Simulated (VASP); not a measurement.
# C: molecular dynamics with a thermostat

C, Fd-3m (no. 227), 8 atoms in the cell. PBE, molecular dynamics; PAW potentials C (PBE set).

Ensemble: NVT; Target temperature (K): 1000.

## Input

INCAR:
```
SYSTEM = C
GGA = PE ; PREC = Normal
ENCUT = 400 ; EDIFF = 1E-5
NELMIN = 4 ; NELM = 60
ALGO = Normal ; LREAL = Auto
LASPH = .TRUE. ; ISMEAR = 0
SIGMA = 0.05 ; ISYM = 0
LWAVE = .FALSE. ; LCHARG = .FALSE.
IBRION = 0 ; NSW = 80
POTIM = 1.0 ; TEBEG = 1000
TEEND = 1000 ; ISIF = 2
MDALGO = 1 ; ANDERSEN_PROB = 0.05
RANDOM_SEED = 489926 0 0 ; KPAR = 2
```

KPOINTS:
```
k-points
0
Gamma
  3 3 3
```

POSCAR:
```
C
1.0
    3.5667400000      0.0000000000      0.0000000000
    0.0000000000      3.5667400000      0.0000000000
    0.0000000000      0.0000000000      3.5667400000
C
8
Direct
    0.2500000000      0.2500000000      0.2500000000
    0.5000000000      0.0000000000      0.5000000000
    0.2500000000      0.7500000000      0.7500000000
    0.5000000000      0.5000000000      0.0000000000
    0.7500000000      0.2500000000      0.7500000000
    0.0000000000      0.0000000000      0.0000000000
    0.7500000000      0.7500000000      0.2500000000
    0.0000000000      0.5000000000      0.5000000000
```

Commands:
```
cat potpaw_PBE.64/C/POTCAR > POTCAR
mpirun -np 2 vasp_std > vasp.out
```

## Result

- Mean temperature (K): 1093
- Rise of the mean potential energy above the start (meV/atom): 130.9
- Electronic steps per ionic step after the first: 4.5

Course of the run:

| Time (fs) | Temperature (K) | Potential energy less the first (meV/atom) |
|---|---|---|
| 1 | 1000 | 0.0 |
| 7 | 350 | 82.9 |
| 13 | 517 | 101.0 |
| 19 | 594 | 63.0 |
| 25 | 1100 | 86.4 |
| 31 | 1269 | 122.4 |
| 37 | 1261 | 227.6 |
| 44 | 1781 | 178.0 |
| 50 | 1319 | 142.0 |
| 56 | 1357 | 140.2 |
| 62 | 1026 | 177.3 |
| 68 | 1050 | 183.8 |
| 74 | 1646 | 101.8 |
| 80 | 1216 | 162.3 |

REPORT:
```
MDALGO =   1
         ANDERSEN_PROB =  0.05000000
               SCALING =       0
                 CNEXP =     9.000   14.000
           RANDOM_SEED =            489926                0                0

   original number of atomic DOF:         21
   number of independent constraints:      0
   number of active DOF:                  21

========================================
         MD step No.       1
========================================

  Atomic velocities initialized by STEP_tb

  >Energies
                    E_tot             E_pot             E_kin               EPS                ES
   e_b>   -0.71801685E+02   -0.72706510E+02    0.90482570E+00    0.00000000E+00    0.00000000E+00

  >Temperature
               T_sim     T_inst
   tmprt>   1000.000   1000.000

  >Thermostat, num. of collisions:                0

           RANDOM_SEED =            489926              102                0

[... steps left out ...]

========================================
         MD step No.      80
========================================

  >Energies
                    E_tot             E_pot             E_kin               EPS                ES
   e_b>   -0.70307749E+02   -0.71408171E+02    0.11004218E+01    0.00000000E+00    0.00000000E+00

  >Temperature
               T_sim     T_inst
   tmprt>   1000.000   1216.170

  >Thermostat, num. of collisions:                0

           RANDOM_SEED =            489926             5000                0
```

OSZICAR:
```
N       E                     dE             d eps       ncg     rms          rms(c)
DAV:   1     0.685186519719E+02    0.68519E+02   -0.14804E+04   588   0.120E+03
DAV:   2    -0.711755410399E+02   -0.13969E+03   -0.13247E+03   807   0.233E+02
DAV:   3    -0.751897627978E+02   -0.40142E+01   -0.39993E+01   731   0.405E+01
DAV:   4    -0.752373912365E+02   -0.47628E-01   -0.47559E-01   787   0.458E+00
DAV:   5    -0.752381402300E+02   -0.74899E-03   -0.74873E-03   716   0.520E-01    0.112E+01
DAV:   6    -0.733447184618E+02    0.18934E+01   -0.13096E+00   703   0.721E+00    0.676E+00
DAV:   7    -0.726998094226E+02    0.64491E+00   -0.15589E+00   648   0.801E+00    0.152E+00
DAV:   8    -0.727062541064E+02   -0.64447E-02   -0.31469E-02   723   0.115E+00    0.741E-02
DAV:   9    -0.727064338179E+02   -0.17971E-03   -0.51782E-04   729   0.159E-01    0.326E-02
DAV:  10    -0.727065117224E+02   -0.77904E-04   -0.78587E-05   715   0.725E-02    0.770E-03
DAV:  11    -0.727065102270E+02    0.14954E-05   -0.50227E-06   474   0.156E-02
      1 T=  1000. E= -.71801685E+02 F= -.72706510E+02 E0= -.72706510E+02  EK= 0.90483E+00 SP= 0.00E+00 SK= 0.00E+00
[... left out ...]
     77 T=  1231. E= -.70554705E+02 F= -.71668122E+02 E0= -.71668122E+02  EK= 0.11134E+01 SP= 0.00E+00 SK= 0.00E+00
     79 T=  1300. E= -.70308889E+02 F= -.71485322E+02 E0= -.71485322E+02  EK= 0.11764E+01 SP= 0.00E+00 SK= 0.00E+00
[... last step whole ...]
       N       E                     dE             d eps       ncg     rms          rms(c)
DAV:   1    -0.714075599327E+02    0.77762E-01   -0.85248E-03   811   0.318E+00    0.688E-02
DAV:   2    -0.714081737814E+02   -0.61385E-03   -0.62458E-03   701   0.607E-01    0.400E-02
DAV:   3    -0.714081745657E+02   -0.78434E-06   -0.70331E-05   729   0.617E-02    0.266E-02
DAV:   4    -0.714081709183E+02    0.36474E-05   -0.83850E-06   499   0.231E-02
     80 T=  1216. E= -.70307749E+02 F= -.71408171E+02 E0= -.71408171E+02  EK= 0.11004E+01 SP= 0.00E+00 SK= 0.00E+00
```

Limits: 80 fs of 8 atoms are too short for converged averages; the cell is only 3.6 Å across, so each atom moves in step with near copies of itself.

VASP 6.6.1 took 85 s on 2 cores (AMD EPYC 9R45 (Zen 5)), a shared host.
